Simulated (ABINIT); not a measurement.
# ZnO (zincite) (P6_3mc) in ABINIT: notebook

One crystal, ZnO (zincite), is run at these levels: PBEsol, PBE, LDA; tasks: single point.

All numbers are computed with ABINIT 10.8.3 (patched build); they aren't measurements. Logs are shortened: lines on timing, memory, paths and dates and some standing lists are left out, and cuts for length are marked. The log counts tension as positive stress, the text compression.

**What was measured.**

“Electronic structure of alkaline earth and post-transition metal oxides”, 2009, arxiv:0908.1581 quotes, for a bulk crystal of ZnO: band gap 3.37 eV.

The runs below are set against these values where they give the same quantity.

### Step 1. The structure

The structure is hexagonal, space group P6_3mc (No. 186). The conventional cell has a = 3.249 Å, b = 3.249 Å, c = 5.206 Å, α = 90.00°, β = 90.00°, γ = 120.00°. Zn (site symmetry 3m) is surrounded by 4 O at 1.97 to 1.98 Å. O (site symmetry 3m) is surrounded by 4 Zn at 1.97 to 1.98 Å.

### Step 2. Single point, PBEsol

run.abi reads:

```
# Pseudopotentials
pp_dirpath "./"
pseudos "Zn.GGA_PBE-JTH.xml, O.GGA_PBE-JTH.xml"

# Structure
acell 3.249308 3.249308 5.205709 Angstrom
rprim
     1.0000000000     0.0000000000     0.0000000000
    -0.5000000000     0.8660254038     0.0000000000
     0.0000000000     0.0000000000     1.0000000000
ntypat 2
znucl 30 8
natom 4
typat 1 1 2 2
xred
     0.6666666667     0.3333333333     0.0000000000
     0.3333333333     0.6666666667     0.5000000000
     0.3333333333     0.6666666667     0.8790100000
     0.6666666667     0.3333333333     0.3790100000

# Plane-wave basis
ecut 625.861884 eV
pawecutdg 45.0

# k points
kptopt 1
ngkpt 7 7 4
nshiftk 1
shiftk 0.0 0.0 0.0

# Exchange and correlation
ixc -116133

# Bands and occupations
nband 22
occopt 3
tsmear 0.00183747

# SCF cycle
nstep 100
tolvrs 1.0e-9

# Output
iomode 3
prtwf 0
prteig 0
prtebands 0
enunit 1
prtvol 2
prtden 1
prtvha 1
prtvclmb 1
prtpot 1
```

Potentials or basis: JTH PAW PBE v2.0.

Run with:

```
$ abinit run.abi > log 2>&1
```

run.abo:

```text
.Version 10.8.3 of ABINIT
 Symmetries : space group P6_3 m c (#186); Bravais hP (primitive hexag.)
================================================================================
 Values of the parameters that define the memory need of the present run
     intxc =       0    ionmov =       0      iscf =      17    lmnmax =      18
     lnmax =       6     mgfft =      45  mpssoang =       3    mqgrid =    3001
     natom =       4  nloc_mem =       2    nspden =       1   nspinor =       1
    nsppol =       1      nsym =      12    n1xccc =       1    ntypat =       2
    occopt =       3   xclevel =       2
       mpw =        1713          nfft =       40500          nkpt =          24
 PAW method is used; the additional fine FFT grid is defined by:
   mgfftf=        60    nfftf =     96000
================================================================================
================================================================================

--------------------------------------------------------------------------------
------------- Echo of variables that govern the present computation ------------
--------------------------------------------------------------------------------
 -outvars: echo values of preprocessed input variables --------
            acell      6.1403022187E+00  6.1403022187E+00  9.8373643012E+00 Bohr
              amu      6.53900000E+01  1.59994000E+01
             ecut      2.30000000E+01 Hartree
           enunit           1
              ixc     -116133
         kptrlatt        7    0    0      0    7    0      0    0    4
          kptrlen      3.93494572E+01
            natom           4
            nband          22
            ngfft          30      30      45
          ngfftdg          40      40      60
             nkpt          24
            nstep         100
             nsym          12
           ntypat           2
           occopt           3
        pawecutdg      4.50000000E+01 Hartree
         pawxcdev           0
        prtebands           0
           prteig           0
           prtpot           1
         prtvclmb           1
           prtvha           1
           prtvol           2
            prtwf           0
            rprim      1.0000000000E+00  0.0000000000E+00  0.0000000000E+00
                      -5.0000000000E-01  8.6602540380E-01  0.0000000000E+00
                       0.0000000000E+00  0.0000000000E+00  1.0000000000E+00
          spgroup         186
           tolvrs      1.00000000E-09
           tsmear      1.83747000E-03 Hartree
            typat      1  1  2  2
           useylm           1
           xangst      1.6246540000E+00  9.3799442426E-01  0.0000000000E+00
                       6.5619490340E-17  1.8759888485E+00  2.6028545000E+00
                       6.5619490340E-17  1.8759888485E+00  4.5758702681E+00
                       1.6246540000E+00  9.3799442426E-01  1.9730157681E+00
            xcart      3.0701511094E+00  1.7725525695E+00  0.0000000000E+00
                       1.2400286527E-16  3.5451051389E+00  4.9186821506E+00
                       1.2400286527E-16  3.5451051389E+00  8.6471415944E+00
                       3.0701511094E+00  1.7725525695E+00  3.7284594438E+00
             xred      6.6666666667E-01  3.3333333333E-01  0.0000000000E+00
                       3.3333333333E-01  6.6666666667E-01  5.0000000000E-01
                       3.3333333333E-01  6.6666666667E-01  8.7901000000E-01
                       6.6666666667E-01  3.3333333333E-01  3.7901000000E-01
            znucl       30.00000    8.00000

================================================================================

 chkinp: Checking input parameters for consistency.

================================================================================
== DATASET  1 ==================================================================

--- !DatasetInfo
iteration_state: {dtset: 1, }
dimensions: {natom: 4, nkpt: 24, mband: 22, nsppol: 1, nspinor: 1, nspden: 1, mpw: 1713, }
cutoff_energies: {ecut:  23.0, pawecutdg:  45.0, }
electrons: {nelect:   3.60000000E+01, charge:   0.00000000E+00, occopt:   3.00000000E+00, tsmear:   1.83747000E-03, }
meta: {optdriver: 0, ionmov: 0, optcell: 0, iscf: 17, paral_kgb: 0, }
...

 Real(R)+Recip(G) space primitive vectors, cartesian coordinates (Bohr,Bohr^-1):
[... 246 lines left out ...]
    3      0.00000000000000     1.87598884851371     4.57587026809000
    4      1.62465400000000     0.93799442425686     1.97301576809000

 cartesian forces (hartree/bohr) at end:
    1      0.00000000000000     0.00000000000000    -0.00124104969858
    2     -0.00000000000000    -0.00000000000000    -0.00124104969858
    3      0.00000000000000     0.00000000000000     0.00124104969858
    4     -0.00000000000000    -0.00000000000000     0.00124104969858
 frms,max,avg= 7.1652038E-04 1.2410497E-03   0.000E+00  0.000E+00  2.851E-05 h/b

 cartesian forces (eV/Angstrom) at end:
    1      0.00000000000000     0.00000000000000    -0.06381734138532
    2     -0.00000000000000    -0.00000000000000    -0.06381734138532
    3      0.00000000000000     0.00000000000000     0.06381734138532
    4     -0.00000000000000    -0.00000000000000     0.06381734138532
 frms,max,avg= 3.6844959E-02 6.3817341E-02   0.000E+00  0.000E+00  1.466E-03 e/A
 length scales=  6.140302218721  6.140302218721  9.837364301173 bohr
              =  3.249308000000  3.249308000000  5.205709000000 angstroms
 Fermi (or HOMO) energy (eV) =   6.32812   Average Vxc (eV)= -10.48676
 Eigenvalues (   eV  ) for nkpt=  24  k points:
 kpt#   1, nband= 22, wtk=  0.00510, kpt=  0.0000  0.0000  0.0000 (reduced coord)
 -12.07900  -11.32649    0.24418    0.24418    0.26108    0.28342    0.44054    0.44054
   1.42829    1.42829    1.64758    1.64758    1.91605    5.13969    5.13969    5.88493
   5.95914    5.95914    6.64053   11.05625   14.09883   18.67534
 kpt#   2, nband= 22, wtk=  0.03061, kpt=  0.1429  0.0000  0.0000 (reduced coord)
 -11.96731  -11.27890    0.11800    0.30530    0.34024    0.38855    0.48179    0.53075
   1.38189    1.42535    1.65742    1.72681    1.89619    4.43224    4.87354    5.00351
   5.74536    5.81697    7.87250   11.84902   14.07793   16.97666
 kpt#   3, nband= 22, wtk=  0.03061, kpt=  0.2857  0.0000  0.0000 (reduced coord)
 -11.69305  -11.18395   -0.06133    0.30617    0.42290    0.55952    0.76690    0.87706
   1.30619    1.47088    1.67506    1.79216    2.02247    3.12068    3.98765    4.26892
   5.32115    5.47258    9.55954   13.16595   13.92478   15.02846
 kpt#   4, nband= 22, wtk=  0.03061, kpt=  0.4286  0.0000  0.0000 (reduced coord)
 -11.42567  -11.14295   -0.04476    0.21549    0.48730    0.79393    0.92377    1.00507
   1.44616    1.58091    1.69317    1.87213    2.04787    2.51921    3.20342    3.73941
   4.77294    5.17046   11.18990   13.05353   13.46392   14.38267
 kpt#   5, nband= 22, wtk=  0.03061, kpt=  0.1429  0.1429  0.0000 (reduced coord)
[... 64 lines left out ...]
 -11.49181  -11.49181   -0.11706   -0.11706    0.42749    0.42749    0.55520    0.55520
   1.56101    1.56101    1.58162    1.58162    3.43065    3.43065    4.66933    4.66933
   4.91183    4.91183   10.69427   10.69427   15.38847   15.38847
 kpt#  22, nband= 22, wtk=  0.06122, kpt=  0.2857  0.1429  0.5000 (reduced coord)
 -11.31347  -11.31347   -0.11623   -0.11623    0.55784    0.55784    0.72181    0.72181
   1.57593    1.57593    1.67471    1.67471    2.73306    2.73306    4.20444    4.20444
   4.66397    4.66397   11.65670   11.65670   14.68776   14.68776
 kpt#  23, nband= 22, wtk=  0.03061, kpt=  0.4286  0.1429  0.5000 (reduced coord)
 -11.23202  -11.23202   -0.08631   -0.08631    0.62296    0.62296    0.84560    0.84560
   1.56810    1.56810    1.81840    1.81840    2.21771    2.21771    3.93818    3.93818
   4.67839    4.67839   12.12757   12.12757   14.32457   14.32457
 kpt#  24, nband= 22, wtk=  0.03061, kpt=  0.2857  0.2857  0.5000 (reduced coord)
 -11.21372  -11.21372    0.09237    0.09237    0.49194    0.49194    0.90888    0.90888
   1.49987    1.49987    1.88655    1.88655    2.33652    2.33652    3.43124    3.43124
   4.70777    4.70777   12.94252   12.94252   14.45134   14.45135
 Total charge density [el/Bohr^3]
)     Maximum=    1.9515E+00  at reduced coord.    0.3500    0.6750    0.5000
)Next maximum=    1.9515E+00  at reduced coord.    0.3250    0.6750    0.5000
)     Minimum=    3.5878E-03  at reduced coord.    0.0000    0.0000    0.2000
)Next minimum=    3.5878E-03  at reduced coord.    0.0000    0.0000    0.7000
   Integrated=    3.6000E+01

--- !EnergyTerms
iteration_state     : {dtset: 1, }
comment             : Components of total free energy in Hartree
kinetic             :  2.83630311260616E+01
hartree             :  4.03171125198149E+01
xc                  : -9.25890945320934E+00
Ewald energy        : -1.08873348688041E+02
psp_core            :  2.87758457173554E+00
local_psp           : -1.49025884631354E+02
PAW spherical_terms :  3.47474645487256E+01
internal            : -1.60852950006266E+02
'-kT*entropy'       : -5.99580598817433E-07
total_energy        : -1.60852950605847E+02
total_energy_eV     : -4.37703176774140E+03
...

--- !EnergyTermsDC
iteration_state     : {dtset: 1, }
comment             : '"Double-counting" decomposition of free energy'
band_energy         :  7.25313646328955E-01
Ewald energy        : -1.08873348688041E+02
psp_core            :  2.87758457173554E+00
xc_dc               : -3.77644888580184E+01
PAW spherical_terms : -1.78180021346287E+01
internal            : -1.60852941462623E+02
'-kT*entropy'       : -5.99580598817433E-07
total_energy_dc     : -1.60852942062204E+02
total_energy_dc_eV  : -4.37703153525704E+03
...

--- !EnergyTermsWithPAWCore
iteration_state     : {dtset: 1, }
comment             : 'Components of total free energy, including PAW core contributions'
Total energy        : -3.73941494849307E+03
Total energy DC     : -3.73941493994942E+03
Total energy (eV)   : -1.01754664497440E+05
Total energy DC (eV): -1.01754664264956E+05
...

 Cartesian components of stress tensor (hartree/bohr^3)
  sigma(1 1)=  8.13539136E-05  sigma(3 2)=  0.00000000E+00
  sigma(2 2)=  8.13539133E-05  sigma(3 1)=  0.00000000E+00
  sigma(3 3)=  2.46634776E-05  sigma(2 1)=  0.00000000E+00

-Cartesian components of stress tensor (GPa)         [Pressure= -1.8376E+00 GPa]
- sigma(1 1)=  2.39351477E+00  sigma(3 2)=  0.00000000E+00
- sigma(2 2)=  2.39351476E+00  sigma(3 1)=  0.00000000E+00
- sigma(3 3)=  7.25624564E-01  sigma(2 1)=  0.00000000E+00

== END DATASET(S) ==============================================================
================================================================================

 -outvars: echo values of variables after computation  --------
            acell      6.1403022187E+00  6.1403022187E+00  9.8373643012E+00 Bohr
           etotal     -1.6085294206E+02
            fcart      3.5081598622E-28  2.0254370407E-28 -1.2410496986E-03
                      -3.5081598622E-28 -2.0254370407E-28 -1.2410496986E-03
                       3.5081598622E-28  2.0254370407E-28  1.2410496986E-03
                      -3.5081598622E-28 -2.0254370407E-28  1.2410496986E-03
            rprim      1.0000000000E+00  0.0000000000E+00  0.0000000000E+00
                      -5.0000000000E-01  8.6602540380E-01  0.0000000000E+00
                       0.0000000000E+00  0.0000000000E+00  1.0000000000E+00
           strten      8.1353913587E-05  8.1353913262E-05  2.4663477637E-05
                       0.0000000000E+00  0.0000000000E+00  0.0000000000E+00
           xangst      1.6246540000E+00  9.3799442426E-01  0.0000000000E+00
                       6.5619490340E-17  1.8759888485E+00  2.6028545000E+00
                       6.5619490340E-17  1.8759888485E+00  4.5758702681E+00
                       1.6246540000E+00  9.3799442426E-01  1.9730157681E+00
             xred      6.6666666667E-01  3.3333333333E-01  0.0000000000E+00
                       3.3333333333E-01  6.6666666667E-01  5.0000000000E-01
                       3.3333333333E-01  6.6666666667E-01  8.7901000000E-01
                       6.6666666667E-01  3.3333333333E-01  3.7901000000E-01
 Calculation completed.
```

Run time: 1.8 min. Hardware: 1 thread of Arm Neoverse V2, shared host; peak memory 0.14 GiB.

What came out:

```yaml
Free_energy: -4377.0315 eV
Pressure: -1.8 GPa
Largest_force: 0.064 eV/Å
Band_gap_on_the_k_mesh: 0.68 eV, direct
Valence_electrons_inside_the_program's_atomic_spheres: Zn 10.89; O 4.52
```

Forces in eV/Å, atoms in the order of the input:
```
Zn   0.000  0.000 -0.064
Zn   0.000  0.000 -0.064
O    0.000  0.000  0.064
O    0.000  0.000  0.064
```

Caveat: the PAW data sets were made with another functional, which shifts forces and pressure a little.

### Step 3. Single point, PBE

Edit run.abi of step 2 so:

```diff
@@ -21,3 +21,3 @@
 # Plane-wave basis
-ecut 625.861884 eV
+ecut 23.0
 pawecutdg 45.0
@@ -26,3 +26,3 @@
 kptopt 1
-ngkpt 7 7 4
+ngkpt 5 5 3
 nshiftk 1
@@ -31,3 +31,3 @@
 # Exchange and correlation
-ixc -116133
+ixc 11
 
@@ -45,9 +45,6 @@
 prtwf 0
+prtden 0
 prteig 0
 prtebands 0
-enunit 1
+enunit 2
 prtvol 2
-prtden 1
-prtvha 1
-prtvclmb 1
-prtpot 1
```

Potentials or basis: JTH PAW PBE v2.0.

Run with:

```
$ abinit run.abi > log 2>&1
```

run.abo:

```text
.Version 10.8.3 of ABINIT
 Symmetries : space group P6_3 m c (#186); Bravais hP (primitive hexag.)
================================================================================
 Values of the parameters that define the memory need of the present run
     intxc =       0    ionmov =       0      iscf =      17    lmnmax =      18
     lnmax =       6     mgfft =      45  mpssoang =       3    mqgrid =    3001
     natom =       4  nloc_mem =       2    nspden =       1   nspinor =       1
    nsppol =       1      nsym =      12    n1xccc =       1    ntypat =       2
    occopt =       3   xclevel =       2
       mpw =        1711          nfft =       40500          nkpt =          10
 PAW method is used; the additional fine FFT grid is defined by:
   mgfftf=        60    nfftf =     96000
================================================================================
================================================================================

--------------------------------------------------------------------------------
------------- Echo of variables that govern the present computation ------------
--------------------------------------------------------------------------------
 -outvars: echo values of preprocessed input variables --------
            acell      6.1403022187E+00  6.1403022187E+00  9.8373643012E+00 Bohr
              amu      6.53900000E+01  1.59994000E+01
             ecut      2.30000000E+01 Hartree
           enunit           2
              ixc          11
         kptrlatt        5    0    0      0    5    0      0    0    3
          kptrlen      2.95120929E+01
            natom           4
[... 430 lines left out ...]
Total energy (eV)   : -1.01843974683828E+05
Total energy DC (eV): -1.01843974742231E+05
...

 Cartesian components of stress tensor (hartree/bohr^3)
  sigma(1 1)= -1.29053138E-04  sigma(3 2)=  0.00000000E+00
  sigma(2 2)= -1.29053138E-04  sigma(3 1)=  0.00000000E+00
  sigma(3 3)= -1.85035660E-04  sigma(2 1)=  0.00000000E+00

-Cartesian components of stress tensor (GPa)         [Pressure=  4.3459E+00 GPa]
- sigma(1 1)= -3.79687439E+00  sigma(3 2)=  0.00000000E+00
- sigma(2 2)= -3.79687440E+00  sigma(3 1)=  0.00000000E+00
- sigma(3 3)= -5.44393707E+00  sigma(2 1)=  0.00000000E+00

== END DATASET(S) ==============================================================
================================================================================

 -outvars: echo values of variables after computation  --------
            acell      6.1403022187E+00  6.1403022187E+00  9.8373643012E+00 Bohr
           etotal     -1.6097714075E+02
            fcart      7.0163197243E-28  4.0508740815E-28 -1.3872750022E-03
                      -7.0163197243E-28 -4.0508740815E-28 -1.3872750022E-03
                      -3.5081598622E-28 -2.0254370407E-28  1.3872750022E-03
                       3.5081598622E-28  2.0254370407E-28  1.3872750022E-03
            rprim      1.0000000000E+00  0.0000000000E+00  0.0000000000E+00
                      -5.0000000000E-01  8.6602540380E-01  0.0000000000E+00
                       0.0000000000E+00  0.0000000000E+00  1.0000000000E+00
           strten     -1.2905313758E-04 -1.2905313790E-04 -1.8503566017E-04
                       0.0000000000E+00  0.0000000000E+00  0.0000000000E+00
           xangst      1.6246540000E+00  9.3799442426E-01  0.0000000000E+00
                       6.5619490340E-17  1.8759888485E+00  2.6028545000E+00
                       6.5619490340E-17  1.8759888485E+00  4.5758702681E+00
                       1.6246540000E+00  9.3799442426E-01  1.9730157681E+00
             xred      6.6666666667E-01  3.3333333333E-01  0.0000000000E+00
                       3.3333333333E-01  6.6666666667E-01  5.0000000000E-01
                       3.3333333333E-01  6.6666666667E-01  8.7901000000E-01
                       6.6666666667E-01  3.3333333333E-01  3.7901000000E-01
 Calculation completed.
```

Run time: 43 s. Hardware: 1 thread of Arm Neoverse V2, shared host; peak memory 0.11 GiB.

Results:

* Free energy: -4380.4112 eV
* Pressure: 4.3 GPa
* Largest force: 0.071 eV/Å
* Band gap on the k mesh: 0.79 eV, direct
* Valence electrons inside the program's atomic spheres: Zn 10.89; O 4.54

Forces in eV/Å, atoms in the order of the input:
```
Zn   0.000  0.000 -0.071
Zn   0.000  0.000 -0.071
O    0.000  0.000  0.071
O    0.000  0.000  0.071
```

Stress tensor (GPa, compression positive):
```
3.80 0.00 0.00
0.00 3.80 0.00
0.00 0.00 5.44
```

Caveat: the k mesh is coarse (spacing up to 0.45 Å⁻¹), so the values aren't converged.

(Part 1 of 2 ends here.)
